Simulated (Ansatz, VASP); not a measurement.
## One calculation of Si, two programs

File INCAR:

```
SYSTEM = Si
PREC     = Accurate       ! precision mode
ENCUT    = 520            ! plane-wave cutoff, eV
EDIFF    = 1E-6           ! SCF threshold, eV
ISMEAR   = 0              ! smearing method
SIGMA    = 0.01           ! smearing width, eV
LREAL    = .False.        ! projectors in reciprocal space
LASPH    = .True.         ! aspherical terms in the spheres
NELM     = 100            ! most SCF steps
ALGO     = Fast           ! electronic algorithm
ISIF     = 2              ! what is computed and relaxed
LWAVE    = .False.        ! write WAVECAR
LCHARG   = .False.        ! write CHGCAR
GGA      = CA             ! functional
NBANDS   = 11             ! bands
```

The input KPOINTS:

```
regular mesh
0
Gamma
  10 10 10
  0 0 0
```

File POSCAR:

```
Si
1.0
    0.0000000000      2.7118476822      2.6922167108
    2.7118476822      0.0000000000      2.6922167108
    2.7118476822      2.7118476822      0.0000000000
Si
2
Direct
    0.0000000000      0.0000000000      0.0000000000
    0.2500000000      0.2500000000      0.2500000000
```

Input for Ansatz:

```yaml
crystal:
  lattice:
    - [0.0, 2.7118476822, 2.6922167108]
    - [2.7118476822, 0.0, 2.6922167108]
    - [2.7118476822, 2.7118476822, 0.0]
  atoms:
    - { symbol: Si, position: [0.0, 0.0, 0.0] }
    - { symbol: Si, position: [0.25, 0.25, 0.25] }
basis:
  ecutwfc: 420
kpoints:
  mp_grid: { grid: [10, 10, 10] }
  band_path:
    path:
      - [0.0, 0.0, 0.0]
      - [0.0, 0.0, 0.0]
      - [0.4220445377, 0.4220445377, 0.0]
      - [0.0, 0.4230840648, 0.4230840648]
      - [0.5, 0.5, 0.5]
      - [0.0, 0.0, 0.5]
      - [0.0036622811, 0.0036622811, 0.0073245621]
      - [-0.0036622811, -0.0036622811, -0.0073245621]
      - [0.0036622811, 0.0036622811, 0.0073245621]
      - [-0.0036622811, -0.0036622811, -0.0073245621]
    npoints: 1
hamiltonian:
  xc: lda
  pseudopotentials: { kind: paw }
scf:
  occupations: { method: fixed }
  n_extra_bands: 5
output:
  forces: true
  stress: true
  eigenvalues: true
```

Alike in both runs: task single point; functional LDA; k mesh 10 × 10 × 10; no spin polarisation.

```csv
,VASP,Ansatz
version,VASP 6.6.1,Ansatz 0.2.0
potentials or method,"VASP PAW LDA potentials, release 64 (Si)","scalar-relativistic, plane waves, PAW"
plane-wave cutoff (eV),520,420
occupations,"gaussian, width 0.01 eV",fixed
valence electrons in the cell,8,8
```

|  | VASP | Ansatz | Ansatz less VASP |
| --- | --- | --- | --- |
| gap on the k mesh at the Fermi level (eV) | 0.38 | 0.38 | +0.002 |
| least direct gap on the mesh (eV) | 2.48 | 2.48 | +0.002 |
| pressure (GPa) | -0.4 | -0.5 | -0.03 |
| largest component of the traceless stress (GPa) | 0.46 | 0.46 | 0.000 |

A k mesh can miss the band edges.
